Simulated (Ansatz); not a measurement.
InN (wurtzite)

```
CELL_PARAMETERS angstrom
      3.58053     0.00000     0.00000
     -1.79026     3.10083     0.00000
      0.00000     0.00000     5.78779
ATOMIC_POSITIONS crystal
  In 0.66667 0.33333 0.50197
  In 0.33333 0.66667 0.00197
  N  0.66667 0.33333 0.12323
  N  0.33333 0.66667 0.62323
```

E(V) scan at fixed shape, V₀ the volume above. The atoms relax within the cell's symmetry.

Calculation: PBE (plane waves to 420 eV, PAW, scalar-relativistic; Ansatz, an electronic-structure program). k mesh 11×11×6 (Γ-centred), Fermi-Dirac smearing 0.05 eV. Stress and pressure are positive under compression. At this level the bands of InN touch or barely overlap; measurements give the solid a gap. InN was relaxed with its symmetry unable to fall.

At one point of the scan the stress tensor (GPa) is:

```
   -9.8      0.0      0.0
    0.0     -9.8      0.0
    0.0      0.0     -9.5
```

Question: Which point is it?
A) V/V₀ = 1.080
B) V/V₀ = 1.053
C) V/V₀ = 1.107
D) V/V₀ = 1.027

Answer: C, V/V₀ = 1.107

(A scan under strain: stresses follow from slopes of the energy per volume, elastic moduli from its curvatures.)
